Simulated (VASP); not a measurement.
# PtSe2 (P-3m1) in VASP: further runs

One crystal, PtSe2, is run at these levels: PBE+D3(BJ); tasks: relaxation of cell and atoms.

All numbers are computed with VASP 6.6.1; they aren't measurements. Logs are shortened: lines on timing, memory, paths and dates and some standing lists are left out, and cuts for length are marked.

## Step 1: Starting point

The structure is trigonal, space group P-3m1 (No. 164). Conventional cell: a = 3.724 Å, b = 3.724 Å, c = 5.062 Å, α = 90.00°, β = 90.00°, γ = 120.00°. Around Pt (site symmetry -3m) lie 6 Se at 2.49 Å. Se (site symmetry 3m) is surrounded by 3 Pt at 2.49 Å.

## Step 2: Relaxation of cell and atoms, PBE+D3(BJ)

File INCAR:

```
ALGO = Normal ; EDIFF = 1E-7
EDIFFG = -0.002 ; ENCUT = 520
GGA = PE ; IBRION = 2
ISIF = 3 ; ISMEAR = 0
IVDW = 12 ; KPAR = 4
LASPH = True ; LCHARG = False
LREAL = False ; LWAVE = False
NELM = 80 ; NSW = 80
PREC = Accurate ; SIGMA = 0.02
```

File KPOINTS:

```
k-points
0
Gamma
  9 9 6
```

File POSCAR:

```
PtSe2
1.0
    3.7240000000      0.0000000000      0.0000000000
   -1.8620000000      3.2250786000      0.0000000000
    0.0000000000      0.0000000000      5.0620000000
Pt Se
1 2
Direct
    0.0000000000      0.0000000000      0.0000000000
    0.3333333300      0.6666666700      0.2500000000
    0.6666666700      0.3333333300      0.7500000000
```

Potentials or basis: VASP PAW PBE potentials, release 64 (Pt, Se).

On the command line:

```bash
> cat potpaw_PBE.64/Pt/POTCAR potpaw_PBE.64/Se/POTCAR > POTCAR
> mpirun -np 4 vasp_std > vasp.out
```

OUTCAR:

```text
EDIFF = 1E-7
   EDIFFG = -0.002
   ENCUT = 520
   GGA = PE
   IBRION = 2
   ISIF = 3
   ISMEAR = 0
   IVDW = 12
   LASPH = True
   LREAL = False
   NELM = 80
   NSW = 80
   PREC = Accurate
 IVDW          = 12

 ion  position               nearest neighbor table
   1  0.000  0.000  0.000-   2 2.49   3 2.49   2 2.49   3 2.49   3 2.49   2 2.49
   2  0.333  0.667  0.250-   1 2.49   1 2.49   1 2.49
   3  0.667  0.333  0.750-   1 2.49   1 2.49   1 2.49

  LATTYP: Found a hexagonal cell.
 ALAT       =     3.7240000000
 C/A-ratio  =     1.3592910849

  Lattice vectors:

 A1 = (   3.7240000000,   0.0000000000,   0.0000000000)
 A2 = (  -1.8620000000,   3.2250786000,   0.0000000000)
 A3 = (   0.0000000000,   0.0000000000,   5.0620000000)

Analysis of symmetry for initial positions (statically):
=====================================================================
 Subroutine PRICEL returns:
 Original cell was already a primitive cell.

 Routine SETGRP: Setting up the symmetry group for a
 hexagonal supercell.

 Subroutine GETGRP returns: Found 12 space group operations
 (whereof 12 operations were pure point group operations)
 out of a pool of 24 trial point group operations.

The static configuration has the point symmetry D_3d.

Analysis of symmetry for dynamics (positions and initial velocities):
=====================================================================
 Subroutine PRICEL returns:
 Original cell was already a primitive cell.

 Routine SETGRP: Setting up the symmetry group for a
 hexagonal supercell.

 Subroutine GETGRP returns: Found 12 space group operations
 (whereof 12 operations were pure point group operations)
 out of a pool of 24 trial point group operations.

The dynamic configuration has the point symmetry D_3d.

 Subroutine INISYM returns: Found 12 space group operations
 (whereof 12 operations are pure point group operations),
 and found     1 'primitive' translations

----------------------------------------------------------------------------------------

                                     Primitive cell

  volume of cell :      60.7956

  direct lattice vectors                    reciprocal lattice vectors
     3.724000000  0.000000000  0.000000000     0.268528464  0.155034981  0.000000000
    -1.862000000  3.225078600  0.000000000     0.000000000  0.310069962  0.000000000
     0.000000000  0.000000000  5.062000000     0.000000000  0.000000000  0.197550375

  length of vectors
     3.724000000  3.723999997  5.062000000     0.310069962  0.310069962  0.197550375

  position of ions in fractional coordinates (direct lattice)
     0.000000000  0.000000000  0.000000000
     0.333333330  0.666666670  0.250000000
     0.666666670  0.333333330  0.750000000

  ion indices of the primitive-cell ions
   primitive index   ion index
                 1           1
                 2           2
                 3           3

----------------------------------------------------------------------------------------

 KPOINTS: k-points

Automatic generation of k-mesh.
 Grid dimensions read from file:
 generate k-points for:    9    9    6

 Generating k-lattice:

  Cartesian coordinates                     Fractional coordinates (reciprocal lattice)
     0.029836496  0.017226109  0.000000000     0.111111111  0.000000000  0.000000000
     0.000000000  0.034452218  0.000000000     0.000000000  0.111111111  0.000000000
     0.000000000  0.000000000  0.032925063     0.000000000  0.000000000  0.166666667

  Length of vectors
     0.034452218  0.034452218  0.032925063

  Shift w.r.t. Gamma in fractional coordinates (k-lattice)
     0.000000000  0.000000000  0.000000000

 Subroutine IBZKPT returns following result:
 ===========================================

 Found     62 irreducible k-points:

 Following reciprocal coordinates:
            Coordinates               Weight
  0.000000  0.000000  0.000000      1.000000
  0.111111  0.000000  0.000000      6.000000
  0.222222  0.000000  0.000000      6.000000
  0.333333 -0.000000  0.000000      6.000000
  0.444444  0.000000  0.000000      6.000000
  0.111111  0.111111  0.000000      6.000000
[... 16 lines left out ...]
  0.222222  0.111111  0.166667     12.000000
 -0.111111  0.333333  0.166667     12.000000
 [... further k-points ...]
   k-points           NKPTS =     62   k-points in BZ     NKDIM =     62   number of bands    NBANDS=     15
   number of dos      NEDOS =    301   number of ions     NIONS =      3
   total plane-waves  NPLWV =  31360
   dimension x,y,z NGX =    28 NGY =   28 NGZ =   40
   dimension x,y,z NGXF=    56 NGYF=   56 NGZF=   80
   ions per type =               1   2
   NGX,Y,Z   is equivalent  to a cutoff of  12.50, 12.50, 13.14 a.u.
   NGXF,Y,Z  is equivalent  to a cutoff of  25.00, 25.00, 26.27 a.u.
 SYSTEM =  unknown system
   PREC   = accura    normal or accurate (medium, high low for compatibility)
   ISTART =      0    job   : 0-new  1-cont  2-samecut
   ICHARG =      2    charge: 1-file 2-atom 10-const
   ISPIN  =      1    spin polarized calculation?
   LNONCOLLINEAR =      F non collinear calculations
   LSORBIT =      F    spin-orbit coupling
   LASPH  =      T    aspherical Exc in radial PAW
   ENCUT  =  520.0 eV  38.22 Ry    6.18 a.u.   6.92  6.92  9.41*2*pi/ulx,y,z
   NELM   =     80;   NELMIN=  2; NELMDL= -5     # of ELM steps
   EDIFF  = 0.1E-06   stopping-criterion for ELM
   LREAL  =      F    real-space projection
   EDIFFG = -.2E-02   stopping-criterion for IOM
   NSW    =     80    number of steps for IOM
   IBRION =      2    ionic relax: 0-MD 1-quasi-New 2-CG
   NFREE  =      1    steps in history (QN), initial steepest desc. (CG)
   ISIF   =      3    stress and relaxation
   ISYM   =      2    0-nonsym 1-usesym 2-fastsym
   POTIM  = 0.5000    time-step for ionic-motion
   TEBEG  =    0.0;   TEEND  =   0.0 temperature during run
   PSTRESS=    0.0 pullay stress
   NELECT =      22.0000    total number of electrons
   NUPDOWN=      -1.0000    fix difference up-down
   EMIN   =  10.00;   EMAX   =-10.00  energy-range for DOS
   EFERMI =   0.00;   METHOD = LEGACY
   ISMEAR =     0;   SIGMA  =   0.02  broadening in eV -4-tet -1-fermi 0-gaus
   EFERMI_NEDOS =   21; number of points for ismear=-14 and -15
   IALGO  =     38    algorithm
   IMIX   =      4    mixing-type and parameters
     AMIX     =   0.40;   BMIX     =  1.00
     AMIX_MAG =   1.60;   BMIX_MAG =  1.00
  volume/ion in A,a.u.               =      20.27       136.76
  Fermi-wavevector in a.u.,A,eV,Ry     =   1.166608  2.204570 18.517184  1.360975
  Thomas-Fermi vector in A             =   2.303119
   LORBIT       =      0    0 simple, 1 ext, 2 COOP (PROOUT), +10 PAW based schemes
   GGA     = PE    functional components
   LHFCALC =     F    Hartree Fock is set to
   AEXX    =    0.0000 exact exchange contribution
   IVDW    =    12    specifies the selected vdW correction
   LEPSILON=     F    determine dielectric tensor
   LRPA    =     F    only Hartree local field effects (RPA)
 conjugate gradient relaxation of ions
 non-spin polarized calculation
 Gauss-broadening in eV      SIGMA  =   0.02
  energy-cutoff  :      520.00
  volume of cell :       60.80
 maximum number of plane-waves:      1650
   NGX = 13   NGY = 13   NGZ = 19

--------------------------------------- Ionic step        1  -------------------------------------------

 number of electron      21.9999999 magnetization

 Free energy of the ion-electron system (eV)
  ---------------------------------------------------
  ext. energy  EPLUGINS =         0.00000000
  ---------------------------------------------------
  free energy    TOTEN  =       -14.18531625 eV

  energy without entropy =      -14.18515944  energy(sigma->0) =      -14.18523784

------------------------ aborting loop because EDIFF is reached ----------------------------------------

 Edisp (eV)   -1.43094

 E8    (eV) :    -0.6140

  FORCE on cell =-STRESS in cart. coord.  units (eV):
  Direction    XX          YY          ZZ          XY          YZ          ZX
  --------------------------------------------------------------------------------------
  -------------------------------------------------------------------------------------
  Total       1.56787     1.56787     0.79627     0.00000     0.00000     0.00000
  in kB      41.31896    41.31896    20.98451     0.00000     0.00000     0.00000
  external pressure =       34.54 kB  Pullay stress =        0.00 kB
[... 100 lines left out ...]
  FREE ENERGIE OF THE ION-ELECTRON SYSTEM (eV)
  ---------------------------------------------------
  free  energy   TOTEN  =       -15.6400987928 eV

  energy  without entropy=      -15.6399592875  energy(sigma->0) =      -15.64002904

[... ionic steps 4 to 12 ...]

--------------------------------------- Ionic step       13  -------------------------------------------

 number of electron      21.9999997 magnetization

------------------------ aborting loop because EDIFF is reached ----------------------------------------

 Edisp (eV)   -1.47082

 E8    (eV) :    -0.6319
[... 71 lines left out ...]
  energy  without entropy=      -15.6655769833  energy(sigma->0) =      -15.66573113

--------------------------------------- Ionic step       15  -------------------------------------------

 number of electron      21.9999997 magnetization

 Free energy of the ion-electron system (eV)
  ---------------------------------------------------
  ext. energy  EPLUGINS =         0.00000000
  ---------------------------------------------------
  free energy    TOTEN  =       -14.19463248 eV

  energy without entropy =      -14.19432498  energy(sigma->0) =      -14.19447873

 E-fermi :   6.7396     XC(G=0): -10.8275

 val. band max:        6.6899220289   @ k =   0.3333   0.3333   0.0000
 cond. band min:       6.7439851761   @ k =  -0.1111   0.4444   0.1667
 fundamental gap:      0.0540631472
 Fermi energy:         6.7396277034

 k-point     1 :       0.0000    0.0000    0.0000
  band No.  band energies     occupation
      1      -8.9481      2.00000
      2      -5.8506      2.00000
      3      -0.4005      2.00000
      4       0.4970      2.00000
      5       0.4970      2.00000
      6       2.9294      2.00000
      7       2.9294      2.00000
      8       4.2429      2.00000
      9       5.7199      2.00000
     10       5.7199      2.00000
     11       7.5070      0.00000
     12       7.7877      0.00000
     13       7.7877      0.00000
     14      10.0854      0.00000
     15      10.8346      0.00000
[... 397 lines left out ...]
 k-point    24 :      -0.1111    0.3333    0.1667
  band No.  band energies     occupation
      1      -8.0168      2.00000
      2      -6.3958      2.00000
      3       0.1343      2.00000
      4       0.8004      2.00000
      5       1.1129      2.00000
      6       1.7923      2.00000
      7       2.5294      2.00000
      8       3.3747      2.00000
      9       4.3834      2.00000
     10       4.7919      2.00000
     11       6.2614      2.00000
     12       7.0662      0.00000
     13       8.1119      0.00000
     14      11.3642      0.00000
     15      12.9355      0.00000

 [... further k-points ...]

------------------------ aborting loop because EDIFF is reached ----------------------------------------

 Edisp (eV)   -1.47126

 E8    (eV) :    -0.6321

  FORCE on cell =-STRESS in cart. coord.  units (eV):
  Direction    XX          YY          ZZ          XY          YZ          ZX
  --------------------------------------------------------------------------------------
  -------------------------------------------------------------------------------------
  Total       0.00223     0.00223    -0.00261     0.00000     0.00000     0.00000
  in kB       0.06028     0.06028    -0.07038     0.00000     0.00000     0.00000
  external pressure =        0.02 kB  Pullay stress =        0.00 kB
[... 18 lines left out ...]
  FREE ENERGIE OF THE ION-ELECTRON SYSTEM (eV)
  ---------------------------------------------------
  free  energy   TOTEN  =       -15.6658946189 eV

  energy  without entropy=      -15.6655871271  energy(sigma->0) =      -15.66574087

 reached required accuracy - stopping structural energy minimisation
```

Wall time 93 s (4 MPI ranks of AMD EPYC 9R14 (Zen 4), shared host); peak memory 0.22 GiB.

Results:

| Property | Result |
| --- | --- |
| Free energy | -15.6659 eV |
| Relaxed volume | 19.79 Å³/atom |
| Relaxed cell | a = 3.769 Å, b = 3.769 Å, c = 4.824 Å, α = 90.00°, β = 90.00°, γ = 120.00° |
| Space group after relaxing (to 0.05 Å) | P-3m1 (No. 164) |
| Energy gained by relaxing | 16.5 meV/atom |
| Ionic steps | 15 |
| Pressure after relaxing | 0.0 GPa |
| Band gap on the k mesh | none (metal or under the smearing width) |
| Dispersion energy per atom | -0.490 eV |

Step by step:
```csv
step,energy change (eV),largest force (eV/Å),pressure (GPa),volume (Å³)
1,0.0000,0.6174,3.45,60.80
2,0.0309,0.3915,-5.82,64.72
3,-0.0238,0.1843,-0.60,62.30
4,-0.0238,0.1923,-0.52,62.27
5,-0.0292,0.1622,-0.44,61.89
6,-0.0412,0.0667,-0.11,60.74
7,-0.0415,0.1576,0.98,58.46
8,-0.0458,0.0164,0.35,59.69
9,-0.0468,0.1429,-1.29,59.93
10,-0.0480,0.0909,-0.60,59.83
11,-0.0496,0.0162,0.06,59.27
12,-0.0496,0.0019,-0.05,59.37
13,-0.0496,0.0036,-0.06,59.38
14,-0.0496,0.0042,0.07,59.34
15,-0.0496,0.0002,0.00,59.36
```

Final structure:
```
CELL_PARAMETERS angstrom
3.76935 0.00000 0.00000
-1.88468 3.26436 0.00000
0.00000 0.00000 4.82442
ATOMIC_POSITIONS crystal
Pt 0.00000 0.00000 0.00000
Se 0.33333 0.66667 0.26580
Se 0.66667 0.33333 0.73420
```

Levels at points of the mesh, in eV from the Fermi level:
```
           k point  band 8  band 9  band 10  band 11  band 12  band 13  band 14  band 15
(0.00, 0.00, 0.00)   -2.50   -1.02    -1.02     0.77     1.05     1.05     3.35     4.09
(0.00, 0.00, 0.50)   -2.93   -1.73    -1.73    -1.72     2.31     2.31     4.98     6.51
```

Caveat: pairwise dispersion overbinds metals, which lowers pressure and volume. The run has no spin-orbit coupling, so splittings on Pt are missing.

## Step 3: Relaxation of cell and atoms, PBE+D3(BJ)

This run uses another cell than the first one, of 19.79 Å³/atom, 0.976 times its volume.

INCAR is that of step 2.

KPOINTS is that of step 2.

File POSCAR:

```
PtSe2                                   
1.0
    3.7693538447      0.0000000000      0.0000000000
   -1.8846769224      3.2643561816     -0.0000000000
    0.0000000000      0.0000000000      4.8244150509
  Pt              Se            
     1     2
Direct
     0.0000000000000000    0.0000000000000000    0.0000000000000000
     0.3333333300000021    0.6666666699999979    0.2657981512195185
     0.6666666699999979    0.3333333300000021    0.7342018487804816
```

Potentials or basis: VASP PAW PBE potentials, release 64 (Pt, Se).

On the command line:

```bash
> cat potpaw_PBE.64/Pt/POTCAR potpaw_PBE.64/Se/POTCAR > POTCAR
> mpirun -np 4 vasp_std > vasp.out
```

Wall time 13 s (4 MPI ranks of AMD EPYC 9R14 (Zen 4), shared host); peak memory 0.2 GiB.

Results (log left out):

* Free energy: -15.6656 eV
* Energy gained by relaxing: 0.0 meV/atom
* Ionic steps: 2
* Pressure after relaxing: 0.0 GPa
* Band gap on the k mesh: none (metal or under the smearing width)
* Dispersion energy per atom: -0.490 eV

Final structure:
```
CELL_PARAMETERS angstrom
3.76945 0.00000 0.00000
-1.88472 3.26444 0.00000
0.00000 0.00000 4.82394
ATOMIC_POSITIONS crystal
Pt 0.00000 0.00000 0.00000
Se 0.33333 0.66667 0.26580
Se 0.66667 0.33333 0.73420
```

Levels at points of the mesh, in eV from the Fermi level:
```tsv
k point	band 8	band 9	band 10	band 11	band 12	band 13	band 14	band 15
(0.00, 0.00, 0.00)	-2.50	-1.02	-1.02	0.77	1.05	1.05	3.35	4.09
(0.00, 0.00, 0.50)	-2.93	-1.73	-1.73	-1.72	2.31	2.31	4.98	6.51
```

Caveat: pairwise dispersion overbinds metals, which lowers pressure and volume.
